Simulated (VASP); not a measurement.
# GaAs (F-43m) in VASP: notebook

The runs below take GaAs through relaxation of cell and atoms, with PBE.

Everything below comes from runs of VASP 6.6.1. Logs are shortened: lines on timing, memory, paths and dates and some standing lists are left out, and cuts for length are marked.

## (1) The structure

Symmetry: F-43m, No. 216, cubic system. The conventional cell has a = 5.654 Å, b = 5.654 Å, c = 5.654 Å, α = 90.00°, β = 90.00°, γ = 90.00°. Ga (site symmetry -43m) has 4 As at 2.45 Å as nearest neighbours. As (site symmetry -43m) is surrounded by 4 Ga at 2.45 Å.

## (2) Relaxation of cell and atoms, PBE

Contents of INCAR:

```
PREC     = Accurate       # precision mode
ENCUT    = 600            # plane-wave cutoff, eV
EDIFF    = 1E-6           # SCF threshold, eV
ISMEAR   = 0              # smearing method
SIGMA    = 0.03           # smearing width, eV
LREAL    = False          # projectors in reciprocal space
LASPH    = True           # aspherical terms in the spheres
NELM     = 80             # most SCF steps
ALGO     = Normal         # electronic algorithm
ISIF     = 3              # what is computed and relaxed
LWAVE    = False          # write WAVECAR
LCHARG   = False          # write CHGCAR
GGA      = PE             # functional
IBRION   = 2              # ionic algorithm
NSW      = 90             # ionic steps
EDIFFG   = -0.01          # ionic threshold
KPAR     = 2
```

Contents of KPOINTS:

```
Automatic mesh
0
Gamma
  10 10 10
```

Contents of POSCAR:

```
GaAs
1.0
    0.0000000000      2.8268500000      2.8268500000
    2.8268500000      0.0000000000      2.8268500000
    2.8268500000      2.8268500000      0.0000000000
Ga As
1 1
Direct
    0.0000000000      0.0000000000      0.0000000000
    0.2500000000      0.2500000000      0.2500000000
```

Potentials or basis: VASP PAW PBE potentials, release 64 (Ga_d, As).

Run with:

```bash
$ cat potpaw_PBE.64/Ga_d/POTCAR potpaw_PBE.64/As/POTCAR > POTCAR
$ mpirun -np 2 vasp_std > vasp.out
```

OUTCAR:

```text
PREC = Accurate
   ENCUT = 600
   EDIFF = 1E-6
   ISMEAR = 0
   LREAL = False
   LASPH = True
   NELM = 80
   ISIF = 3
   GGA = PE
   IBRION = 2
   NSW = 90
   EDIFFG = -0.01

 ion  position               nearest neighbor table
   1  0.000  0.000  0.000-   2 2.45   2 2.45   2 2.45   2 2.45
   2  0.250  0.250  0.250-   1 2.45   1 2.45   1 2.45   1 2.45

  LATTYP: Found a face centered cubic cell.
 ALAT       =     5.6537000000

  Lattice vectors:

 A1 = (   0.0000000000,   2.8268500000,   2.8268500000)
 A2 = (   2.8268500000,   0.0000000000,   2.8268500000)
 A3 = (   2.8268500000,   2.8268500000,   0.0000000000)

Analysis of symmetry for initial positions (statically):
=====================================================================
 Subroutine PRICEL returns:
 Original cell was already a primitive cell.

 Routine SETGRP: Setting up the symmetry group for a
 face centered cubic supercell.

 Subroutine GETGRP returns: Found 24 space group operations
 (whereof 24 operations were pure point group operations)
 out of a pool of 48 trial point group operations.

The static configuration has the point symmetry T_d .

Analysis of symmetry for dynamics (positions and initial velocities):
=====================================================================
 Subroutine PRICEL returns:
 Original cell was already a primitive cell.

 Routine SETGRP: Setting up the symmetry group for a
 face centered cubic supercell.

 Subroutine GETGRP returns: Found 24 space group operations
 (whereof 24 operations were pure point group operations)
 out of a pool of 48 trial point group operations.

The dynamic configuration has the point symmetry T_d .

 Subroutine INISYM returns: Found 24 space group operations
 (whereof 24 operations are pure point group operations),
 and found     1 'primitive' translations

----------------------------------------------------------------------------------------

                                     Primitive cell

  volume of cell :      45.1792

  direct lattice vectors                    reciprocal lattice vectors
     0.000000000  2.826850000  2.826850000    -0.176875321  0.176875321  0.176875321
     2.826850000  0.000000000  2.826850000     0.176875321 -0.176875321  0.176875321
     2.826850000  2.826850000  0.000000000     0.176875321  0.176875321 -0.176875321

  length of vectors
     3.997769609  3.997769609  3.997769609     0.306357042  0.306357042  0.306357042

  position of ions in fractional coordinates (direct lattice)
     0.000000000  0.000000000  0.000000000
     0.250000000  0.250000000  0.250000000

  ion indices of the primitive-cell ions
   primitive index   ion index
                 1           1
                 2           2

----------------------------------------------------------------------------------------

 KPOINTS: Automatic mesh

Automatic generation of k-mesh.
 Grid dimensions read from file:
 generate k-points for:   10   10   10

 Generating k-lattice:

  Cartesian coordinates                     Fractional coordinates (reciprocal lattice)
    -0.017687532  0.017687532  0.017687532     0.100000000  0.000000000  0.000000000
     0.017687532 -0.017687532  0.017687532     0.000000000  0.100000000  0.000000000
     0.017687532  0.017687532 -0.017687532     0.000000000  0.000000000  0.100000000

  Length of vectors
     0.030635704  0.030635704  0.030635704

  Shift w.r.t. Gamma in fractional coordinates (k-lattice)
     0.000000000  0.000000000  0.000000000

 Subroutine IBZKPT returns following result:
 ===========================================

 Found     47 irreducible k-points:

 Following reciprocal coordinates:
            Coordinates               Weight
  0.000000  0.000000  0.000000      1.000000
  0.100000  0.000000  0.000000      8.000000
  0.200000  0.000000  0.000000      8.000000
  0.300000  0.000000  0.000000      8.000000
  0.400000  0.000000  0.000000      8.000000
  0.500000  0.000000  0.000000      4.000000
[... 16 lines left out ...]
  0.300000  0.300000  0.000000      6.000000
  0.400000  0.300000  0.000000     24.000000
 [... further k-points ...]
   k-points           NKPTS =     47   k-points in BZ     NKDIM =     47   number of bands    NBANDS=     13
   number of dos      NEDOS =    301   number of ions     NIONS =      2
   total plane-waves  NPLWV =  32768
   dimension x,y,z NGX =    32 NGY =   32 NGZ =   32
   dimension x,y,z NGXF=    64 NGYF=   64 NGZF=   64
   ions per type =               1   1
   NGX,Y,Z   is equivalent  to a cutoff of  13.31, 13.31, 13.31 a.u.
   NGXF,Y,Z  is equivalent  to a cutoff of  26.61, 26.61, 26.61 a.u.
 SYSTEM =  unknown system
   PREC   = accura    normal or accurate (medium, high low for compatibility)
   ISTART =      0    job   : 0-new  1-cont  2-samecut
   ICHARG =      2    charge: 1-file 2-atom 10-const
   ISPIN  =      1    spin polarized calculation?
   LNONCOLLINEAR =      F non collinear calculations
   LSORBIT =      F    spin-orbit coupling
   LASPH  =      T    aspherical Exc in radial PAW
   ENCUT  =  600.0 eV  44.10 Ry    6.64 a.u.   7.98  7.98  7.98*2*pi/ulx,y,z
   NELM   =     80;   NELMIN=  2; NELMDL= -5     # of ELM steps
   EDIFF  = 0.1E-05   stopping-criterion for ELM
   LREAL  =      F    real-space projection
   EDIFFG = -.1E-01   stopping-criterion for IOM
   NSW    =     90    number of steps for IOM
   IBRION =      2    ionic relax: 0-MD 1-quasi-New 2-CG
   NFREE  =      1    steps in history (QN), initial steepest desc. (CG)
   ISIF   =      3    stress and relaxation
   ISYM   =      2    0-nonsym 1-usesym 2-fastsym
   POTIM  = 0.5000    time-step for ionic-motion
   TEBEG  =    0.0;   TEEND  =   0.0 temperature during run
   PSTRESS=    0.0 pullay stress
   NELECT =      18.0000    total number of electrons
   NUPDOWN=      -1.0000    fix difference up-down
   EMIN   =  10.00;   EMAX   =-10.00  energy-range for DOS
   EFERMI =   0.00;   METHOD = LEGACY
   ISMEAR =     0;   SIGMA  =   0.03  broadening in eV -4-tet -1-fermi 0-gaus
   EFERMI_NEDOS =   21; number of points for ismear=-14 and -15
   IALGO  =     38    algorithm
   IMIX   =      4    mixing-type and parameters
     AMIX     =   0.40;   BMIX     =  1.00
     AMIX_MAG =   1.60;   BMIX_MAG =  1.00
  volume/ion in A,a.u.               =      22.59       152.44
  Fermi-wavevector in a.u.,A,eV,Ry     =   1.204628  2.276417 19.743799  1.451128
  Thomas-Fermi vector in A             =   2.340347
   LORBIT       =      0    0 simple, 1 ext, 2 COOP (PROOUT), +10 PAW based schemes
   GGA     = PE    functional components
   LHFCALC =     F    Hartree Fock is set to
   AEXX    =    0.0000 exact exchange contribution
   IVDW    =     0    specifies the selected vdW correction
   LEPSILON=     F    determine dielectric tensor
   LRPA    =     F    only Hartree local field effects (RPA)
 conjugate gradient relaxation of ions
 non-spin polarized calculation
 Gauss-broadening in eV      SIGMA  =   0.03
  energy-cutoff  :      600.00
  volume of cell :       45.18
 maximum number of plane-waves:      1524
   NGX = 15   NGY = 15   NGZ = 15

--------------------------------------- Ionic step        1  -------------------------------------------

 number of electron      18.0000011 magnetization

 Free energy of the ion-electron system (eV)
  ---------------------------------------------------
  ext. energy  EPLUGINS =         0.00000000
  ---------------------------------------------------
  free energy    TOTEN  =        -8.25071693 eV

  energy without entropy =       -8.25071693  energy(sigma->0) =       -8.25071693

------------------------ aborting loop because EDIFF is reached ----------------------------------------

  FORCE on cell =-STRESS in cart. coord.  units (eV):
  Direction    XX          YY          ZZ          XY          YZ          ZX
  --------------------------------------------------------------------------------------
  -------------------------------------------------------------------------------------
  Total        0.9723923      0.9723923      0.9723923     -0.0000000      0.0000000      0.0000000
  in kB       34.4836947     34.4836947     34.4836947     -0.0000000      0.0000000      0.0000000
  external PRESSURE =      34.4836947 kB  Pullay stress =       0.0000000 kB

 VOLUME and BASIS-vectors are now :
 -----------------------------------------------------------------------------
  energy-cutoff  :      600.00
  volume of cell :       45.18
      direct lattice vectors                 reciprocal lattice vectors
     0.000000000  2.826850000  2.826850000    -0.176875321  0.176875321  0.176875321
     2.826850000  0.000000000  2.826850000     0.176875321 -0.176875321  0.176875321
     2.826850000  2.826850000  0.000000000     0.176875321  0.176875321 -0.176875321
[... 37 lines left out ...]
 POSITION                                       TOTAL-FORCE (eV/Angst)
 -----------------------------------------------------------------------------------
      5.78631      5.78631      5.78631        -0.000000     -0.000000     -0.000000
      1.44658      1.44658      1.44658         0.000000      0.000000      0.000000
 -----------------------------------------------------------------------------------
    total drift:                                0.000002      0.000002      0.000002

  FREE ENERGIE OF THE ION-ELECTRON SYSTEM (eV)
  ---------------------------------------------------
  free  energy   TOTEN  =        -8.2717052815 eV

  energy  without entropy=       -8.2716525818  energy(sigma->0) =       -8.27167893

--------------------------------------- Ionic step        3  -------------------------------------------

 number of electron      17.9999994 magnetization

 Free energy of the ion-electron system (eV)
  ---------------------------------------------------
  ext. energy  EPLUGINS =         0.00000000
  ---------------------------------------------------
  free energy    TOTEN  =        -8.27484130 eV

  energy without entropy =       -8.27484113  energy(sigma->0) =       -8.27484122

 E-fermi :   3.5427     XC(G=0):  -9.3613

 val. band max:        3.4669887537   @ k =   0.0000   0.0000   0.0000
 cond. band min:       3.6119707627   @ k =   0.0000   0.0000   0.0000
 fundamental gap:      0.1449820090
 Fermi energy:         3.5426513463

 k-point     1 :       0.0000    0.0000    0.0000
  band No.  band energies     occupation
      1     -11.2555      2.00000
      2     -11.2555      2.00000
      3     -11.2555      2.00000
      4     -11.1880      2.00000
      5     -11.1880      2.00000
      6      -8.9056      2.00000
      7       3.4670      1.99964
      8       3.4670      1.99964
      9       3.4670      1.99964
     10       3.6120      0.00108
     11       7.1821      0.00000
     12       7.1821      0.00000
     13       7.1821      0.00000

 k-point     2 :       0.1000    0.0000    0.0000
  band No.  band energies     occupation
      1     -11.2624      2.00000
      2     -11.2536      2.00000
      3     -11.2536      2.00000
      4     -11.1881      2.00000
      5     -11.1881      2.00000
      6      -8.7967      2.00000
      7       1.8982      2.00000
      8       3.3208      2.00000
      9       3.3208      2.00000
     10       4.6920      0.00000
     11       7.3895      0.00000
[... 339 lines left out ...]
 k-point    24 :       0.4000    0.3000    0.0000
  band No.  band energies     occupation
      1     -11.3311      2.00000
      2     -11.2253      2.00000
      3     -11.2241      2.00000
      4     -11.2022      2.00000
      5     -11.1799      2.00000
      6      -7.3049      2.00000
      7      -2.0675      2.00000
      8       1.0524      2.00000
      9       1.3676      2.00000
     10       5.3516      0.00000
     11       6.2923      0.00000
     12      10.5380      0.00000
     13      11.1685      0.00000

 [... further k-points ...]

------------------------ aborting loop because EDIFF is reached ----------------------------------------

  FORCE on cell =-STRESS in cart. coord.  units (eV):
  Direction    XX          YY          ZZ          XY          YZ          ZX
  --------------------------------------------------------------------------------------
  -------------------------------------------------------------------------------------
  Total       -0.0191420     -0.0191420     -0.0191420      0.0000000      0.0000000      0.0000000
  in kB       -0.6452124     -0.6452124     -0.6452124      0.0000000      0.0000000      0.0000000
  external PRESSURE =      -0.6452124 kB  Pullay stress =       0.0000000 kB

 VOLUME and BASIS-vectors are now :
 -----------------------------------------------------------------------------
  energy-cutoff  :      600.00
  volume of cell :       47.53
      direct lattice vectors                 reciprocal lattice vectors
     0.000000000  2.875115536  2.875115536    -0.173906055  0.173906055  0.173906055
     2.875115536  0.000000000  2.875115536     0.173906055 -0.173906055  0.173906055
     2.875115536  2.875115536  0.000000000     0.173906055  0.173906055 -0.173906055

 POSITION                                       TOTAL-FORCE (eV/Angst)
 -----------------------------------------------------------------------------------
      0.00000      0.00000      0.00000         0.000000      0.000000      0.000000
      1.43756      1.43756      1.43756        -0.000000     -0.000000     -0.000000
 -----------------------------------------------------------------------------------
    total drift:                                0.000002      0.000002      0.000002

  FREE ENERGIE OF THE ION-ELECTRON SYSTEM (eV)
  ---------------------------------------------------
  free  energy   TOTEN  =        -8.2748413038 eV

  energy  without entropy=       -8.2748411348  energy(sigma->0) =       -8.27484122

 reached required accuracy - stopping structural energy minimisation
```

Run time: 30 s. Hardware: 2 MPI ranks of Intel Xeon Platinum 8488C (Sapphire Rapids), shared host; peak memory 0.19 GiB.

What came out:

* Free energy: -8.2748 eV
* Relaxed volume: 23.77 Å³/atom
* Relaxed cell: a = 4.066 Å, b = 4.066 Å, c = 4.066 Å, α = 60.00°, β = 60.00°, γ = 60.00°
* Space group after relaxing (to 0.05 Å): F-43m (No. 216)
* Energy gained by relaxing: 12.1 meV/atom
* Ionic steps: 3
* Pressure after relaxing: -0.1 GPa
* Band gap on the k mesh: 0.15 eV, direct

Step by step:
| step | energy change (eV) | largest force (eV/Å) | pressure (GPa) | volume (Å³) |
| --- | --- | --- | --- | --- |
| 1 | 0.0000 | 0.0000 | 3.45 | 45.18 |
| 2 | -0.0210 | 0.0000 | -1.02 | 48.43 |
| 3 | -0.0241 | 0.0000 | -0.06 | 47.53 |

Final structure:
```
Ga As
1.0
     0.00000    2.87512    2.87512
     2.87512    0.00000    2.87512
     2.87512    2.87512    0.00000
Ga As
1 1
Direct
  0.00000 0.00000 0.00000
  0.25000 0.25000 0.25000
```

PBE usually gives volumes a little too large and moduli too small. Zero-point motion and thermal expansion aren't in these numbers.

## (3) Relaxation of cell and atoms, PBE

This run uses another cell than the first one, of 23.77 Å³/atom, 1.052 times its volume.

Changes to INCAR since step 2:

```diff
@@ -2,3 +2,3 @@
 ENCUT    = 600            # plane-wave cutoff, eV
-EDIFF    = 1E-6           # SCF threshold, eV
+EDIFF    = 1E-7           # SCF threshold, eV
 ISMEAR   = 0              # smearing method
@@ -15,3 +15,3 @@
 NSW      = 90             # ionic steps
-EDIFFG   = -0.01          # ionic threshold
+EDIFFG   = -0.005         # ionic threshold
 KPAR     = 2
```

KPOINTS is that of step 2.

Contents of POSCAR:

```
GaAs                                    
1.0
    0.0000000000      2.8751155356      2.8751155356
    2.8751155356      0.0000000000      2.8751155356
    2.8751155356      2.8751155356      0.0000000000
  Ga              As            
     1     1
Direct
     0.0000000000000000    0.0000000000000000    0.0000000000000000
     0.2500000000000000    0.2500000000000000    0.2500000000000000
```

Potentials or basis: VASP PAW PBE potentials, release 64 (Ga_d, As).

Run with:

```bash
$ cat potpaw_PBE.64/Ga_d/POTCAR potpaw_PBE.64/As/POTCAR > POTCAR
$ mpirun -np 2 vasp_std > vasp.out
```

Run time: 16 s. Hardware: 2 MPI ranks of Intel Xeon Platinum 8488C (Sapphire Rapids), shared host; peak memory 0.18 GiB.

It converged, with:

```yaml
Free_energy: -8.2751 eV
Pressure_after_relaxing: 0.0 GPa
Band_gap_on_the_k_mesh: 0.14 eV, direct
```

Final structure:
```
Ga As
1.0
     0.00000    2.87512    2.87512
     2.87512    0.00000    2.87512
     2.87512    2.87512    0.00000
Ga As
1 1
Direct
  0.00000 0.00000 0.00000
  0.25000 0.25000 0.25000
```

Levels at points of the mesh, in eV from the valence-band top:
| k point | band 5 | band 6 | band 7 | band 8 | band 9 | band 10 | band 11 | band 12 | band 13 |
| --- | --- | --- | --- | --- | --- | --- | --- | --- | --- |
| (0.00, 0.00, 0.00) | -14.66 | -12.37 | 0.00 | 0.00 | 0.00 | 0.14 | 3.71 | 3.71 | 3.71 |
| (0.50, 0.00, 0.00) | -14.65 | -10.76 | -6.37 | -1.07 | -1.07 | 0.86 | 4.62 | 4.62 | 7.70 |
| (0.50, 0.50, 0.00) | -14.65 | -10.09 | -6.59 | -2.50 | -2.50 | 1.56 | 1.68 | 9.77 | 9.77 |

Caveat: the relaxation stopped at its first step, so nothing moved.
